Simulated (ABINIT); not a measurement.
# In (I4/mmm) in ABINIT: a series of runs

Runs on In. Level: PBE. Tasks: band structure.

All numbers are computed with ABINIT 10.8.3 (patched build); they aren't measurements. Logs are shortened: lines on timing, memory, paths and dates and some standing lists are left out, and cuts for length are marked. The log counts tension as positive stress, the text compression.

## Step 1: The crystal as given

The structure is tetragonal, space group I4/mmm (No. 139). The conventional cell has a = 3.251 Å, b = 3.251 Å, c = 4.947 Å, α = 90.00°, β = 90.00°, γ = 90.00°. Around In (site symmetry 4/mmm) lie 12 In at 3.25 to 3.38 Å.

## Step 2: Band structure, PBE

The input, run.abi:

```
ndtset 2

pp_dirpath "./"
pseudos "In.GGA_PBE-JTH.xml"

acell 3.376906444 3.376906444 3.376906444 Angstrom
rprim
    -0.4813488401     0.4813488401     0.7325343598
     0.4813488401    -0.4813488401     0.7325343598
     0.4813488401     0.4813488401    -0.7325343598
ntypat 1
znucl 49
natom 1
typat 1
xred
     0.0000000000     0.0000000000     0.0000000000

ecut 22.0
pawecutdg 44.0
pawxcdev 0

ixc 11

occopt 3
tsmear 0.00183747

nstep 100

iomode 3
prtwf 0
prteig 0
prtebands 0
prtden1 1

kptopt1 1
ngkpt1 11 11 11
nshiftk1 1
shiftk1 0.0 0.0 0.0
nband1 11
tolvrs1 1.0e-9

iscf2 -2
getden2 1
nband2 17
nbdbuf2 4
tolwfr2 1.0e-11
kptopt2 -10
ndivsm2 5
prteig2 1
prtvol2 -3
kptbounds2
     0.0000000000     0.0000000000     0.0000000000
     0.0000000000     0.0000000000     0.5000000000
    -0.2158906645     0.2158906645     0.5000000000
    -0.3579453323     0.3579453323     0.3579453323
     0.0000000000     0.0000000000     0.0000000000
     0.5000000000     0.5000000000    -0.5000000000
     0.3579453323     0.6420546677    -0.3579453323
     0.0000000000     0.5000000000     0.0000000000
     0.2500000000     0.2500000000     0.2500000000
     0.5000000000     0.5000000000    -0.2158906645
     0.5000000000     0.5000000000    -0.5000000000
```

Potentials or basis: JTH PAW PBE v2.0.

On the command line:

```bash
abinit run.abi > log 2>&1
```

run.abo:

```text
.Version 10.8.3 of ABINIT
 DATASET    1 : space group I4/m m m (#139); Bravais tI (body-center tetrag.)
================================================================================
 Values of the parameters that define the memory need for DATASET  1.
     intxc =       0    ionmov =       0      iscf =      17    lmnmax =      18
     lnmax =       6     mgfft =      30  mpssoang =       3    mqgrid =    3001
     natom =       1  nloc_mem =       2    nspden =       1   nspinor =       1
    nsppol =       1      nsym =      16    n1xccc =       1    ntypat =       1
    occopt =       3   xclevel =       2
       mpw =         894          nfft =       27000          nkpt =         126
 PAW method is used; the additional fine FFT grid is defined by:
   mgfftf=        40    nfftf =     64000
================================================================================
================================================================================

 DATASET    2 : space group I4/m m m (#139); Bravais tI (body-center tetrag.)
================================================================================
 Values of the parameters that define the memory need for DATASET  2.
     intxc =       0    ionmov =       0      iscf =      -2    lmnmax =      18
     lnmax =       6     mgfft =      30  mpssoang =       3    mqgrid =    3001
     natom =       1  nloc_mem =       2    nspden =       1   nspinor =       1
    nsppol =       1      nsym =      16    n1xccc =       1    ntypat =       1
    occopt =       3   xclevel =       2
       mpw =         901          nfft =       27000          nkpt =          84
 PAW method is used; the additional fine FFT grid is defined by:
   mgfftf=        40    nfftf =     64000
================================================================================
================================================================================

--------------------------------------------------------------------------------
------------- Echo of variables that govern the present computation ------------
--------------------------------------------------------------------------------
 -outvars: echo values of preprocessed input variables --------
            acell      6.3814283320E+00  6.3814283320E+00  6.3814283320E+00 Bohr
              amu      1.14820000E+02
             ecut      2.20000000E+01 Hartree
           getden1          0
           getden2          1
             iscf1         17
             iscf2         -2
              ixc          11
           jdtset        1    2
           kptopt1          1
           kptopt2        -10
         kptrlatt       11    0    0      0   11    0      0    0   11
          kptrlen1     6.75772488E+01
          kptrlen2     3.00000000E+01
            natom           1
            nband1         11
            nband2         17
           nbdbuf1          0
           nbdbuf2          4
           ndtset           2
           ndivsm1          0
           ndivsm2          5
            ngfft          30      30      30
          ngfftdg          40      40      40
             nkpt1        126
             nkpt2         84
            nstep         100
             nsym          16
           ntypat           1
           occopt           3
        pawecutdg      4.40000000E+01 Hartree
         pawxcdev           0
        prtebands           0
           prteig1          0
           prteig2          1
           prtvol1          0
           prtvol2         -3
            prtwf           0
            rprim     -4.8134884010E-01  4.8134884010E-01  7.3253435980E-01
                       4.8134884010E-01 -4.8134884010E-01  7.3253435980E-01
                       4.8134884010E-01  4.8134884010E-01 -7.3253435980E-01
           shiftk1     0.00000000E+00  0.00000000E+00  0.00000000E+00
           shiftk2     5.00000000E-01  5.00000000E-01  5.00000000E-01
[... 215 lines left out ...]

 Exchange-correlation functional for the present dataset will be:
  GGA: Perdew-Burke-Ernzerhof functional - ixc=11
  J.P.Perdew, K.Burke, M.Ernzerhof, PRL 77, 3865 (1996)

 Real(R)+Recip(G) space primitive vectors, cartesian coordinates (Bohr,Bohr^-1):
 R(1)= -3.0716931  3.0716931  4.6746155  G(1)=  0.0000000  0.1627767  0.1069607
 R(2)=  3.0716931 -3.0716931  4.6746155  G(2)=  0.1627767  0.0000000  0.1069607
 R(3)=  3.0716931  3.0716931 -4.6746155  G(3)=  0.1627767  0.1627767  0.0000000
 Unit cell volume ucvol=  1.7642557E+02 bohr^3
 Angles (23,13,12)=  1.22452932E+02  1.22452932E+02  8.58014374E+01 degrees

 Coarse grid specifications (used for wave-functions):

 getcut: wavevector=  0.0000  0.0000  0.0000  ngfft=  30  30  30
         ecut(hartree)=     22.000   => boxcut(ratio)=   2.22657

 getcut : COMMENT -
  Note that boxcut > 2.2 ; recall that boxcut=Gcut(box)/Gcut(sphere) = 2
  is sufficient for exact treatment of convolution.
  Such a large boxcut is a waste : you could raise ecut
  e.g. ecut=   27.266864 Hartrees makes boxcut=2

 Fine grid specifications (used for densities):

 getcut: wavevector=  0.0000  0.0000  0.0000  ngfft=  40  40  40
         ecut(hartree)=     44.000   => boxcut(ratio)=   2.09994
--------------------------------------------------------------------------------

================================================================================
 Non-SCF case, kpt    1 (  0.00000  0.00000  0.00000), residuals and eigenvalues=
  8.71E-12  2.43E-12  1.54E-12  7.25E-12  1.04E-12  1.18E-12  2.78E-12  9.85E-12
  3.25E-12  1.11E-12  5.97E-12  4.57E-12  5.09E-12  3.58E-11  2.13E-10  3.83E-05
  5.82E-10
 -3.2464E-01 -3.2074E-01 -3.2074E-01 -3.1777E-01 -3.1399E-01 -1.3525E-01
  6.0317E-01  6.0317E-01  6.0946E-01  6.4398E-01  7.2889E-01  7.3357E-01
  7.3357E-01  7.8164E-01  8.0516E-01  9.0754E-01  9.1228E-01
 Non-SCF case, kpt    2 (  0.00000  0.00000  0.04167), residuals and eigenvalues=
  6.94E-12  3.22E-12  2.35E-12  3.91E-12  2.56E-12  3.01E-12  1.35E-12  8.28E-12
  6.94E-13  1.96E-12  8.25E-12  3.43E-12  6.49E-12  9.07E-11  4.41E-10  1.35E-05
  1.35E-07
[... 563 lines left out ...]
 Non-SCF case, kpt   83 (  0.50000  0.50000 -0.45941), residuals and eigenvalues=
  1.82E-12  2.78E-12  9.33E-12  1.17E-12  7.49E-13  3.47E-12  8.51E-12  1.67E-12
  5.99E-12  8.58E-12  4.64E-12  9.50E-12  5.83E-12  6.10E-11  4.22E-09  1.70E-04
  1.33E-05
 -3.3072E-01 -3.2637E-01 -3.1039E-01 -3.0940E-01 -3.0902E-01  1.0955E-01
  1.1966E-01  3.7728E-01  3.7840E-01  5.3243E-01  5.3253E-01  1.0425E+00
  1.1071E+00  1.1193E+00  1.1402E+00  1.2049E+00  1.2095E+00
 Non-SCF case, kpt   84 (  0.50000  0.50000 -0.50000), residuals and eigenvalues=
  9.69E-12  1.52E-12  9.46E-12  7.73E-12  5.59E-12  1.73E-12  9.67E-13  3.57E-12
  5.80E-12  8.80E-13  1.63E-12  6.95E-12  9.84E-12  2.28E-11  6.62E-12  1.06E-05
  7.45E-06
 -3.3106E-01 -3.2659E-01 -3.1021E-01 -3.0901E-01 -3.0901E-01  1.0831E-01
  1.1738E-01  3.8960E-01  3.8960E-01  5.1743E-01  5.1773E-01  1.0588E+00
  1.1376E+00  1.1376E+00  1.1383E+00  1.2185E+00  1.2215E+00

--- !ResultsGS
iteration_state: {dtset: 2, }
comment   : Summary of ground state results
lattice_vectors:
- [ -3.0716931,   3.0716931,   4.6746155, ]
- [  3.0716931,  -3.0716931,   4.6746155, ]
- [  3.0716931,   3.0716931,  -4.6746155, ]
lattice_lengths: [   6.38143,    6.38143,    6.38143, ]
lattice_angles: [122.453, 122.453,  85.801, ] # degrees, (23, 13, 12)
lattice_volume:   1.7642557E+02
convergence: {deltae:  0.000E+00, res2:  0.000E+00, residm:  9.883E-12, diffor:  0.000E+00, }
etotal    :  -5.80386410E+01
entropy   :   0.00000000E+00
fermie    :   2.17062639E-01
cartesian_stress_tensor: null
pressure_GPa: null
xred      :
- [  0.0000E+00,   0.0000E+00,   0.0000E+00, In]
cartesian_forces: null
force_length_stats: {min: null, max: null, mean: null, }
...

 Integrated electronic density in atomic spheres:
 ------------------------------------------------
 Atom  Sphere_radius  Integrated_density
    1        2.50645         11.11974180

================================================================================

 ----iterations are completed or convergence reached----

 Mean square residual over all n,k,spin=   39.709E-13; max=  98.826E-13
 reduced coordinates (array xred) for    1 atoms
       0.000000000000      0.000000000000      0.000000000000

 cartesian coordinates (angstrom) at end:
    1      0.00000000000000     0.00000000000000     0.00000000000000
 length scales=  6.381428331973  6.381428331973  6.381428331973 bohr
              =  3.376906444000  3.376906444000  3.376906444000 angstroms
 Eigenvalues (hartree) for nkpt=  84  k points:
 kpt#   1, nband= 17, wtk=  1.00000, kpt=  0.0000  0.0000  0.0000 (reduced coord)
  -0.32464   -0.32074   -0.32074   -0.31777   -0.31399   -0.13525    0.60317    0.60317
   0.60946    0.64398    0.72889    0.73357    0.73357    0.78164    0.80516    0.90754
   0.91228
 kpt#   2, nband= 17, wtk=  1.00000, kpt=  0.0000  0.0000  0.0417 (reduced coord)
  -0.32437   -0.32089   -0.32058   -0.31769   -0.31411   -0.13330    0.58917    0.59542
   0.59561    0.63334    0.74501    0.74778    0.74984    0.78405    0.81170    0.87618
   0.91491
 kpt#   3, nband= 17, wtk=  1.00000, kpt=  0.0000  0.0000  0.0833 (reduced coord)
  -0.32355   -0.32133   -0.32009   -0.31750   -0.31443   -0.12743    0.55900    0.56597
   0.57603    0.61171    0.78009    0.78151    0.78530    0.79035    0.79272    0.86161
   0.92080
 kpt#   4, nband= 17, wtk=  1.00000, kpt=  0.0000  0.0000  0.1250 (reduced coord)
  -0.32224   -0.32203   -0.31930   -0.31738   -0.31483   -0.11761    0.52484    0.53264
   0.55113    0.58868    0.72749    0.80177    0.82085    0.82611    0.83367    0.88923
   0.93520
 kpt#   5, nband= 17, wtk=  1.00000, kpt=  0.0000  0.0000  0.1667 (reduced coord)
[... 305 lines left out ...]
   0.32797    0.61013    0.61374    0.93436    0.97936    1.11463    1.14760    1.16538
   1.17590
 kpt#  82, nband= 17, wtk=  1.00000, kpt=  0.5000  0.5000 -0.4188 (reduced coord)
  -0.32972   -0.32574   -0.31092   -0.31053   -0.30907    0.11323    0.12647    0.35006
   0.35429    0.56679    0.56826    0.99453    1.04632    1.11043    1.14793    1.18267
   1.19260
 kpt#  83, nband= 17, wtk=  1.00000, kpt=  0.5000  0.5000 -0.4594 (reduced coord)
  -0.33072   -0.32637   -0.31039   -0.30940   -0.30902    0.10955    0.11966    0.37728
   0.37840    0.53243    0.53253    1.04255    1.10712    1.11934    1.14023    1.20486
   1.20945
 kpt#  84, nband= 17, wtk=  1.00000, kpt=  0.5000  0.5000 -0.5000 (reduced coord)
  -0.33106   -0.32659   -0.31021   -0.30901   -0.30901    0.10831    0.11738    0.38960
   0.38960    0.51743    0.51773    1.05880    1.13756    1.13756    1.13832    1.21853
   1.22152

== END DATASET(S) ==============================================================
================================================================================

 -outvars: echo values of variables after computation  --------
            acell      6.3814283320E+00  6.3814283320E+00  6.3814283320E+00 Bohr
           etotal1    -5.8038640965E+01
            fcart1    -0.0000000000E+00 -0.0000000000E+00 -0.0000000000E+00
            rprim     -4.8134884010E-01  4.8134884010E-01  7.3253435980E-01
                       4.8134884010E-01 -4.8134884010E-01  7.3253435980E-01
                       4.8134884010E-01  4.8134884010E-01 -7.3253435980E-01
           strten1    -7.2733229184E-05 -7.2733229184E-05 -5.5594268959E-05
                       0.0000000000E+00  0.0000000000E+00  0.0000000000E+00
 Calculation completed.
```

Run time: 41 s. Hardware: 1 thread of Arm Neoverse V2, shared host; peak memory 0.13 GiB.

What came out:

| Quantity | Value |
| --- | --- |
| Free energy | -1579.3119 eV |
| Pressure | 2.0 GPa |
| Band gap on the k mesh | none (metal or under the smearing width) |
| Valence electrons inside the program's atomic spheres | In 11.12 (radii [1.3264] Å) |

Stress tensor (GPa, compression positive):
```
2.14 0.00 0.00
0.00 2.14 0.00
0.00 0.00 1.64
```

Levels at the corners of the path, in eV from the Fermi level:
| point | band 3 | band 4 | band 5 | band 6 | band 7 | band 8 | band 9 | band 10 | band 11 | band 12 |
| --- | --- | --- | --- | --- | --- | --- | --- | --- | --- | --- |
| Γ | -14.63 | -14.55 | -14.45 | -9.59 | 10.51 | 10.51 | 10.68 | 11.62 | 13.93 | 14.05 |
| X | -14.36 | -14.34 | -14.26 | -2.00 | -1.68 | 3.49 | 3.92 | 7.00 | 7.34 | 20.86 |
| Y | -14.54 | -14.45 | -14.33 | -1.70 | -0.29 | 0.10 | 1.30 | 12.96 | 13.09 | 16.44 |
| S | -14.49 | -14.44 | -14.37 | -2.54 | -1.24 | -0.55 | 6.12 | 8.94 | 15.84 | 19.02 |
| Γ | -14.63 | -14.55 | -14.45 | -9.59 | 10.51 | 10.51 | 10.68 | 11.62 | 13.93 | 14.05 |
| Z | -14.35 | -14.32 | -14.32 | -2.96 | -2.71 | 4.69 | 4.69 | 8.17 | 8.18 | 22.90 |
| S1 | -14.49 | -14.44 | -14.37 | -2.54 | -1.24 | -0.55 | 6.12 | 8.94 | 15.84 | 19.02 |
| N | -14.62 | -14.36 | -14.32 | -4.34 | -3.41 | 7.50 | 9.12 | 11.13 | 11.40 | 13.20 |
| P | -14.62 | -14.44 | -14.26 | -1.28 | -0.09 | -0.09 | 1.71 | 12.40 | 13.17 | 13.17 |
| Y1 | -14.54 | -14.45 | -14.33 | -1.70 | -0.29 | 0.10 | 1.30 | 12.96 | 13.09 | 16.44 |
| Z | -14.35 | -14.32 | -14.32 | -2.96 | -2.71 | 4.69 | 4.69 | 8.17 | 8.18 | 22.90 |

Caveat: spin-orbit coupling is left out, which moves the levels of the heavy elements.

(Part 1 of 2 ends here.)
